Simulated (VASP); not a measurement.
Write the native input for VASP 6.6.1 that does the following.

```yaml
Task: band structure
Functional: HSE06
Potentials_or_basis: VASP PAW PBE potentials, release 64 (Se, Mg)
Cutoff: 520 eV
k_mesh: 6 × 6 × 6
Occupations: gaussian, width 0.02 eV
Spin: no spin polarisation
Ladder: gaps
Grid_for_exact_exchange_PRECFOCK: Fast
Screening_parameter: 0.2 1/A
Further_INCAR_settings: ALGO = Normal; EDIFF = 1e-06; NBANDS = 11
```

Crystal: MgSe.

```
Se Mg
1.0
     0.00000    2.72550    2.72550
     2.72550    0.00000    2.72550
     2.72550    2.72550    0.00000
Se Mg
1 1
Cartesian
  2.7255 2.7255 2.7255
  0.0000 0.0000 0.0000
```

One way to write it, as run:

POSCAR

```
MgSe
1.0
    0.0000000000      2.7255000000      2.7255000000
    2.7255000000      0.0000000000      2.7255000000
    2.7255000000      2.7255000000      0.0000000000
Se Mg
1 1
Direct
    0.5000000000      0.5000000000      0.5000000000
    0.0000000000      0.0000000000      0.0000000000
```

INCAR.step1

```
ALGO     = Normal         # electronic algorithm
EDIFF    = 1E-5           # SCF threshold, eV
ENCUT    = 520            # plane-wave cutoff, eV
GGA      = PE             # functional
ISIF     = 2              # what is computed and relaxed
ISMEAR   = 0              # smearing method
KPAR     = 4            
LASPH    = True           # aspherical terms in the spheres
LCHARG   = False          # write CHGCAR
LREAL    = False          # projectors in reciprocal space
LWAVE    = True           # write WAVECAR
NBANDS   = 11             # bands
NELM     = 80             # most SCF steps
PREC     = Accurate       # precision mode
SIGMA    = 0.02           # smearing width, eV
```

INCAR.step2

```
ALGO     = Normal         # electronic algorithm
EDIFF    = 1E-6           # SCF threshold, eV
ENCUT    = 520            # plane-wave cutoff, eV
GGA      = PE             # functional
HFSCREEN = 0.2            # screening, 1/A
ISIF     = 2              # what is computed and relaxed
ISMEAR   = 0              # smearing method
ISTART   = 1            
KPAR     = 4            
LASPH    = True           # aspherical terms in the spheres
LCHARG   = False          # write CHGCAR
LHFCALC  = True           # exact exchange
LREAL    = False          # projectors in reciprocal space
LWAVE    = False          # write WAVECAR
NBANDS   = 11             # bands
NELM     = 80             # most SCF steps
PREC     = Accurate       # precision mode
PRECFOCK = Fast         
SIGMA    = 0.02           # smearing width, eV
```

KPOINTS

```
k-points
0
Gamma
  6 6 6
```

KPOINTS_OPT

```
path GXWKGLUWLK,UX
12
line-mode
reciprocal
 0.0000000000  0.0000000000  0.0000000000  G
 0.5000000000  0.0000000000  0.5000000000  X

 0.5000000000  0.0000000000  0.5000000000  X
 0.5000000000  0.2500000000  0.7500000000  W

 0.5000000000  0.2500000000  0.7500000000  W
 0.3750000000  0.3750000000  0.7500000000  K

 0.3750000000  0.3750000000  0.7500000000  K
 0.0000000000  0.0000000000  0.0000000000  G

 0.0000000000  0.0000000000  0.0000000000  G
 0.5000000000  0.5000000000  0.5000000000  L

 0.5000000000  0.5000000000  0.5000000000  L
 0.6250000000  0.2500000000  0.6250000000  U

 0.6250000000  0.2500000000  0.6250000000  U
 0.5000000000  0.2500000000  0.7500000000  W

 0.5000000000  0.2500000000  0.7500000000  W
 0.5000000000  0.5000000000  0.5000000000  L

 0.5000000000  0.5000000000  0.5000000000  L
 0.3750000000  0.3750000000  0.7500000000  K

 0.6250000000  0.2500000000  0.6250000000  U
 0.5000000000  0.0000000000  0.5000000000  X
```

Potentials or basis: VASP PAW PBE potentials, release 64 (Se, Mg).

The run is started by

```bash
$ cat potpaw_PBE.64/Se/POTCAR potpaw_PBE.64/Mg/POTCAR > POTCAR
$ cp INCAR.step1 INCAR
$ mpirun -np 4 vasp_std > vasp.out
$ cp INCAR.step2 INCAR
$ mpirun -np 4 vasp_std > vasp.out
```

It gave:

The pressure is 0.2 GPa and the band gap on the k mesh is 2.67 eV, indirect (least direct gap 3.60 eV). The band gap along the path is 2.67 eV, indirect (least direct gap 3.60 eV).

Caveat: the PAW data sets were made with another functional, which shifts forces and pressure a little.

Run time: 4.1 min on 4 MPI ranks on Intel(R) Xeon(R) 6975P-C (Granite Rapids), on a shared host, peak memory 0.33 GiB a rank.
